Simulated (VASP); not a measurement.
# Si (Fd-3m) in VASP: settings compared

One crystal, Si, is run at these levels: PBE, LDA, PBEsol, r2SCAN; tasks: elastic constants.

All numbers are computed with VASP 6.6.1; they aren't measurements. Logs are shortened: lines on timing, memory, paths and dates and some standing lists are left out, and cuts for length are marked.

### Step 1. The structure

It takes space group Fd-3m (No. 227, cubic). The conventional cell has a = 5.431 Å, b = 5.431 Å, c = 5.431 Å, α = 90.00°, β = 90.00°, γ = 90.00°. Si (site symmetry -43m) is surrounded by 4 Si at 2.35 Å.

### Step 2. Elastic constants, PBE

POSCAR reads:

```
Si
1.0
    0.0000000000      2.7155000000      2.7155000000
    2.7155000000      0.0000000000      2.7155000000
    2.7155000000      2.7155000000      0.0000000000
Si
2
Direct
    0.0000000000      0.0000000000      0.0000000000
    0.2500000000      0.2500000000      0.2500000000
```

INCAR.step1 reads:

```
  ALGO = Normal
  EDIFF = 1E-8
  EDIFFG = -0.002
  ENCUT = 600
  GGA = PE
  IBRION = 2
  ISIF = 3
  ISMEAR = -1
  LASPH = T
  LCHARG = F
  LREAL = F
  LWAVE = F
  NELM = 100
  NSW = 40
  PREC = Accurate
  SIGMA = 0.02
```

INCAR.step2 reads:

```
  ALGO = Normal
  EDIFF = 1E-8
  ENCUT = 600
  GGA = PE
  IBRION = 6
  ISIF = 3
  ISMEAR = -1
  LASPH = T
  LCHARG = F
  LREAL = F
  LWAVE = F
  NELM = 100
  NFREE = 2
  NSW = 1
  POTIM = 0.015
  PREC = Accurate
  SIGMA = 0.02
```

KPOINTS reads:

```
k-points
0
Gamma
  10 10 10
```

Potentials or basis: VASP PAW PBE potentials, release 64 (Si).

Launch:

```
$ cat potpaw_PBE.64/Si/POTCAR > POTCAR
$ cp INCAR.step1 INCAR
$ mpirun -np 1 vasp_std > vasp.out
$ cp CONTCAR POSCAR
$ cp INCAR.step2 INCAR
$ mpirun -np 1 vasp_std > vasp.out
```

OUTCAR:

```text
EDIFF = 1E-8
   ENCUT = 600
   GGA = PE
   IBRION = 6
   ISIF = 3
   ISMEAR = -1
   LASPH = T
   LREAL = F
   NELM = 100
   NFREE = 2
   NSW = 1
   POTIM = 0.015
   PREC = Accurate

 ion  position               nearest neighbor table
   1  0.000  0.000  0.000-   2 2.37   2 2.37   2 2.37   2 2.37
   2  0.250  0.250  0.250-   1 2.37   1 2.37   1 2.37   1 2.37

  LATTYP: Found a face centered cubic cell.
 ALAT       =     5.4686241383

  Lattice vectors:

 A1 = (   0.0000000000,   2.7343120691,   2.7343120691)
 A2 = (   2.7343120691,   0.0000000000,   2.7343120691)
 A3 = (   2.7343120691,   2.7343120691,   0.0000000000)

Analysis of symmetry for initial positions (statically):
=====================================================================
 Subroutine PRICEL returns:
 Original cell was already a primitive cell.

 Routine SETGRP: Setting up the symmetry group for a
 face centered cubic supercell.

 Subroutine GETGRP returns: Found 48 space group operations
 (whereof 24 operations were pure point group operations)
 out of a pool of 48 trial point group operations.

The static configuration has the point symmetry T_d .
 The point group associated with its full space group is O_h .

Analysis of symmetry for dynamics (positions and initial velocities):
=====================================================================
 Subroutine PRICEL returns:
 Original cell was already a primitive cell.

 Routine SETGRP: Setting up the symmetry group for a
 face centered cubic supercell.

 Subroutine GETGRP returns: Found 48 space group operations
 (whereof 24 operations were pure point group operations)
 out of a pool of 48 trial point group operations.

The dynamic configuration has the point symmetry T_d .
 The point group associated with its full space group is O_h .

 Subroutine INISYM returns: Found 48 space group operations
 (whereof 24 operations are pure point group operations),
 and found     1 'primitive' translations

----------------------------------------------------------------------------------------

                                     Primitive cell

  volume of cell :      40.8860

  direct lattice vectors                    reciprocal lattice vectors
     0.000000000  2.734312069  2.734312069    -0.182861351  0.182861351  0.182861351
     2.734312069  0.000000000  2.734312069     0.182861351 -0.182861351  0.182861351
     2.734312069  2.734312069  0.000000000     0.182861351  0.182861351 -0.182861351

  length of vectors
     3.866901212  3.866901212  3.866901212     0.316725151  0.316725151  0.316725151

  position of ions in fractional coordinates (direct lattice)
     0.000000000  0.000000000  0.000000000
     0.250000000  0.250000000  0.250000000

  ion indices of the primitive-cell ions
   primitive index   ion index
                 1           1
                 2           2

----------------------------------------------------------------------------------------

 KPOINTS: k-points

Automatic generation of k-mesh.
 Grid dimensions read from file:
 generate k-points for:   10   10   10

 Generating k-lattice:

[... 113 lines left out ...]

  FORCE on cell =-STRESS in cart. coord.  units (eV):
  Direction    XX          YY          ZZ          XY          YZ          ZX
  --------------------------------------------------------------------------------------
  -------------------------------------------------------------------------------------
  Total        0.0014508      0.0014508      0.0014508     -0.0000000      0.0000000     -0.0000000
  in kB        0.0568503      0.0568503      0.0568503     -0.0000000      0.0000000     -0.0000000
  external PRESSURE =       0.0568503 kB  Pullay stress =       0.0000000 kB
[... 89 lines left out ...]
  FREE ENERGIE OF THE ION-ELECTRON SYSTEM (eV)
  ---------------------------------------------------
  free  energy   TOTEN  =       -10.8448873773 eV

  energy  without entropy=      -10.8448873497  energy(sigma->0) =      -10.84488736

[... ionic steps 4 to 12 ...]

--------------------------------------- Ionic step       13  -------------------------------------------

 number of electron       8.0000000 magnetization

------------------------ aborting loop because EDIFF is reached ----------------------------------------
[... 67 lines left out ...]
--------------------------------------- Ionic step       15  -------------------------------------------

 number of electron       8.0000000 magnetization

 Free energy of the ion-electron system (eV)
  ---------------------------------------------------
  ext. energy  EPLUGINS =         0.00000000
  ---------------------------------------------------
  free energy    TOTEN  =       -10.84786749 eV

  energy without entropy =      -10.84786749  energy(sigma->0) =      -10.84786749

 E-fermi :   5.9433     XC(G=0):  -9.3274

 val. band max:        5.6885401060   @ k =   0.0000   0.0000   0.0000
 cond. band min:       6.2325445892   @ k =   0.0000   0.4000   0.4000
 fundamental gap:      0.5440044831
 Fermi energy:         5.9433346237

 k-point     1 :       0.0000    0.0000    0.0000
  band No.  band energies     occupation
      1      -6.1985      2.00000
      2       5.5450      2.00000
      3       5.6173      2.00000
      4       5.6885      1.99999
      5       8.1309      0.00000
      6       8.1727      0.00000
      7       8.2163      0.00000
      8       8.7511      0.00000
[... 243 lines left out ...]
 k-point    24 :       0.4000    0.3000    0.0000
  band No.  band energies     occupation
      1      -4.0791      2.00000
      2       0.2404      2.00000
      3       2.8047      2.00000
      4       3.2345      2.00000
      5       6.6968      0.00000
      6       7.8833      0.00000
      7      12.4613      0.00000
      8      12.5918      0.00000

 [... further k-points ...]

------------------------ aborting loop because EDIFF is reached ----------------------------------------

  FORCE on cell =-STRESS in cart. coord.  units (eV):
  Direction    XX          YY          ZZ          XY          YZ          ZX
  --------------------------------------------------------------------------------------
  -------------------------------------------------------------------------------------
  Total        0.0010597      0.0045319      0.0045319      0.0000000     -0.1353355      0.0000000
  in kB        0.0415246      0.1775891      0.1775891      0.0000000     -5.3033247      0.0000000
  external PRESSURE =       0.1322343 kB  Pullay stress =       0.0000000 kB
[... 17 lines left out ...]
  FREE ENERGIE OF THE ION-ELECTRON SYSTEM (eV)
  ---------------------------------------------------
  free  energy   TOTEN  =       -10.8478674902 eV

  energy  without entropy=      -10.8478674867  energy(sigma->0) =      -10.84786749

 INTERNAL STRAIN TENSORS FROM STRAINED CELLS
 ============================================

 INTERNAL STRAIN TENSOR FOR ION    1 for displacements in x,y,z  (eV/Angst):
          X           Y           Z          XY          YZ          ZX
  --------------------------------------------------------------------------------
  x    -0.00000     0.00000     0.00000    -0.00000     9.03514     0.00000
  y     0.00000    -0.00000     0.00000    -0.00000     0.00000     9.03501
  z     0.00000     0.00000    -0.00000     9.03520    -0.00000     0.00000

 INTERNAL STRAIN TENSORS FROM DISPLACED ATOMS
 ============================================

 INTERNAL STRAIN TENSOR FOR ION    1 for displacements in x,y,z  (eV/Angst):
          X           Y           Z          XY          YZ          ZX
  --------------------------------------------------------------------------------
  x     0.00000     0.00000     0.00000     0.00000     9.02979     0.00000
  y    -0.00000    -0.00000    -0.00000     0.00000     0.00000     9.02979
  z     0.00000     0.00000     0.00000     9.02979     0.00000     0.00000

 INTERNAL STRAIN TENSOR FOR ION    2 for displacements in x,y,z  (eV/Angst):
          X           Y           Z          XY          YZ          ZX
  --------------------------------------------------------------------------------
  x    -0.00000    -0.00000    -0.00000     0.00000    -9.02979     0.00000
  y     0.00000     0.00000     0.00000     0.00000     0.00000    -9.02979
  z    -0.00000    -0.00000    -0.00000    -9.02979     0.00000     0.00000

 Eigenvectors and eigenvalues of the dynamical matrix
 ----------------------------------------------------

   1 f  =   15.064685 THz    94.654207 2PiTHz  502.503801 cm-1    62.302503 meV
             X         Y         Z           dx          dy          dz
      0.000000  0.000000  0.000000     0.000000    0.133904    0.694312
      1.367156  1.367156  1.367156     0.000000   -0.133904   -0.694312
[... 16 lines left out ...]
   5 f  =    0.000000 THz     0.000000 2PiTHz    0.000000 cm-1     0.000000 meV
             X         Y         Z           dx          dy          dz
      0.000000  0.000000  0.000000     0.707107    0.000000    0.000000
      1.367156  1.367156  1.367156     0.707107    0.000000    0.000000

   6 f/i=    0.000000 THz     0.000001 2PiTHz    0.000007 cm-1     0.000001 meV
             X         Y         Z           dx          dy          dz
      0.000000  0.000000  0.000000     0.000000    0.199263    0.678450
      1.367156  1.367156  1.367156     0.000000    0.199263    0.678450

--------------------------------------------------------------------------------------------------------

 ELASTIC MODULI CONTR FROM IONIC RELAXATION (kBar)
 Direction    XX          YY          ZZ          XY          YZ          ZX
 --------------------------------------------------------------------------------
 XX          -0.0000     -0.0000     -0.0000     -0.0000     -0.0000      0.0000
 YY          -0.0000     -0.0000     -0.0000     -0.0000     -0.0000      0.0000
 ZZ          -0.0000     -0.0000     -0.0000     -0.0000     -0.0000      0.0000
 XY          -0.0000     -0.0000     -0.0000   -245.0352      0.0000      0.0000
 YZ          -0.0000     -0.0000     -0.0000      0.0000   -245.0352      0.0000
 ZX           0.0000      0.0000      0.0000      0.0000      0.0000   -245.0352
 --------------------------------------------------------------------------------

 TOTAL ELASTIC MODULI (kBar)
 Direction    XX          YY          ZZ          XY          YZ          ZX
 --------------------------------------------------------------------------------
 XX        1532.4102    568.5527    568.5527     -0.0000     -0.0000     -0.0000
 YY         568.5527   1532.4102    568.5527     -0.0000     -0.0000      0.0000
 ZZ         568.5527    568.5527   1532.4102     -0.0000     -0.0000      0.0000
 XY          -0.0000     -0.0000     -0.0000    747.9926      0.0000      0.0000
 YZ          -0.0000     -0.0000     -0.0000      0.0000    747.9926      0.0000
 ZX          -0.0000      0.0000      0.0000      0.0000      0.0000    747.9926
 --------------------------------------------------------------------------------
```

It took 3.7 min on 1 thread of Intel Xeon 6975P-C (Granite Rapids), shared host; peak memory 0.3 GiB.

Results:

```
Relaxed volume                         : 20.44 Å³/atom
Relaxed cell                           : a = 3.867 Å, b = 3.867 Å, c = 3.867 Å, α = 60.00°, β = 60.00°, γ = 60.00°
Space group after relaxing (to 0.05 Å) : Fd-3m (No. 227)
Elastic constants C11, C12, C44        : 153, 57, 75 GPa
Voigt bulk modulus                     : 89 GPa
Highest phonon frequency at Γ          : 503 cm⁻¹
```

Step by step:
| step | energy change (eV) | largest force (eV/Å) | pressure (GPa) | volume (Å³) |
| --- | --- | --- | --- | --- |
| 1 | 0.0000 | 0.0000 | 1.93 | 40.05 |
| 2 | -0.0027 | 0.0000 | -1.21 | 41.46 |
| 3 | -0.0050 | 0.0000 | 0.01 | 40.89 |

Final structure:
```
CELL_PARAMETERS angstrom
0.00000 2.73431 2.73431
2.73431 0.00000 2.73431
2.73431 2.73431 0.00000
ATOMIC_POSITIONS crystal
Si 0.00000 0.00000 0.00000
Si 0.25000 0.25000 0.25000
```

Phonon frequencies in cm⁻¹ (negative: imaginary):
```tsv
q point	frequencies
(0.000, 0.000, 0.000)	0 0 0 503 503 503
```

Elastic tensor in Voigt notation (GPa, in the Cartesian axes of the cell as first typed):
```
153  57  57   0   0   0
 57 153  57   0   0   0
 57  57 153   0   0   0
  0   0   0  75   0   0
  0   0   0   0  75   0
  0   0   0   0   0  75
```

Clamped-ion elastic tensor (GPa):
```
153  57  57   0   0   0
 57 153  57   0   0   0
 57  57 153   0   0   0
  0   0   0  99   0   0
  0   0   0   0  99   0
  0   0   0   0   0  99
```

### Step 3. Elastic constants, LDA

POSCAR is that of step 2.

Changes to INCAR.step1 since step 2:

```diff
@@ -4,3 +4,3 @@
   ENCUT = 600
-  GGA = PE
+  GGA = CA
   IBRION = 2
```

Changes to INCAR.step2 since step 2:

```diff
@@ -3,3 +3,3 @@
   ENCUT = 600
-  GGA = PE
+  GGA = CA
   IBRION = 6
```

KPOINTS is that of step 2.

Potentials or basis: VASP PAW LDA potentials, release 64 (Si).

Launch:

```
$ cat potpaw_LDA.64/Si/POTCAR > POTCAR
$ cp INCAR.step1 INCAR
$ mpirun -np 1 vasp_std > vasp.out
$ cp CONTCAR POSCAR
$ cp INCAR.step2 INCAR
$ mpirun -np 1 vasp_std > vasp.out
```

Wall time 3.4 min (1 thread of Intel Xeon 6975P-C (Granite Rapids), shared host); peak memory 0.27 GiB.

The run converged. Its results:

```yaml
Relaxed_volume: 19.72 Å³/atom
Relaxed_cell: a = 3.820 Å, b = 3.820 Å, c = 3.820 Å, α = 60.00°, β = 60.00°, γ = 60.00°
Space_group_after_relaxing_to_0.05_Å: Fd-3m (No. 227)
Elastic_constants_C11_C12_C44: 161, 65, 76 GPa
Voigt_bulk_modulus: 97 GPa
Highest_phonon_frequency_at_Γ: 513 cm⁻¹
```

The path:
| step | energy change (eV) | largest force (eV/Å) | pressure (GPa) | volume (Å³) |
| --- | --- | --- | --- | --- |
| 1 | 0.0000 | 0.0000 | -1.45 | 40.05 |
| 2 | -0.0014 | 0.0000 | 1.07 | 39.01 |
| 3 | -0.0028 | 0.0000 | 0.00 | 39.43 |

Final structure:
```
Si
1.0
     0.00000    2.70150    2.70150
     2.70150    0.00000    2.70150
     2.70150    2.70150    0.00000
Si
2
Direct
  0.00000 0.00000 0.00000
  0.25000 0.25000 0.25000
```

Phonon frequencies in cm⁻¹ (negative: imaginary):
```tsv
q point	frequencies
(0.000, 0.000, 0.000)	0 0 0 513 513 513
```

Elastic tensor in Voigt notation (GPa, in the Cartesian axes of the cell as first typed):
```
161  65  65   0   0   0
 65 161  65   0   0   0
 65  65 161   0   0   0
  0   0   0  76   0   0
  0   0   0   0  76   0
  0   0   0   0   0  76
```

Clamped-ion elastic tensor (GPa):
```
161  65  65   0   0   0
 65 161  65   0   0   0
 65  65 161   0   0   0
  0   0   0 106   0   0
  0   0   0   0 106   0
  0   0   0   0   0 106
```

### Step 4. Elastic constants, PBEsol

POSCAR is that of step 3.

Changes to INCAR.step1 since step 3:

```diff
@@ -4,3 +4,3 @@
   ENCUT = 600
-  GGA = CA
+  GGA = PS
   IBRION = 2
```

Changes to INCAR.step2 since step 3:

```diff
@@ -3,3 +3,3 @@
   ENCUT = 600
-  GGA = CA
+  GGA = PS
   IBRION = 6
```

KPOINTS is that of step 3.

Potentials or basis: VASP PAW PBE potentials, release 64 (Si).

Launch:

```
$ cat potpaw_PBE.64/Si/POTCAR > POTCAR
$ cp INCAR.step1 INCAR
$ mpirun -np 1 vasp_std > vasp.out
$ cp CONTCAR POSCAR
$ cp INCAR.step2 INCAR
$ mpirun -np 1 vasp_std > vasp.out
```

Wall time 4 min (1 thread of Intel Xeon 6975P-C (Granite Rapids), shared host); peak memory 0.29 GiB.

Results (log left out):

- Relaxed volume: 20.08 Å³/atom
- Relaxed cell: a = 3.844 Å, b = 3.844 Å, c = 3.844 Å, α = 60.00°, β = 60.00°, γ = 60.00°
- Space group after relaxing (to 0.05 Å): Fd-3m (No. 227)
- Elastic constants C11, C12, C44: 156, 62, 74 GPa
- Voigt bulk modulus: 94 GPa
- Highest phonon frequency at Γ: 508 cm⁻¹

Final structure:
```
Si
1.0
     0.00000    2.71785    2.71785
     2.71785    0.00000    2.71785
     2.71785    2.71785    0.00000
Si
2
Direct
  0.00000 0.00000 0.00000
  0.25000 0.25000 0.25000
```

Phonon frequencies in cm⁻¹ (negative: imaginary):
| q point | frequencies |
| --- | --- |
| (0.000, 0.000, 0.000) | 0 0 0 508 508 508 |

Elastic tensor in Voigt notation (GPa, in the Cartesian axes of the cell as first typed):
```
156  62  62   0   0   0
 62 156  62   0   0   0
 62  62 156   0   0   0
  0   0   0  74   0   0
  0   0   0   0  74   0
  0   0   0   0   0  74
```

Clamped-ion elastic tensor (GPa):
```
156  62  62   0   0   0
 62 156  62   0   0   0
 62  62 156   0   0   0
  0   0   0 103   0   0
  0   0   0   0 103   0
  0   0   0   0   0 103
```

Caveat: the PAW data sets were made with another functional, which shifts forces and pressure a little.

[end of part 1 of 2]
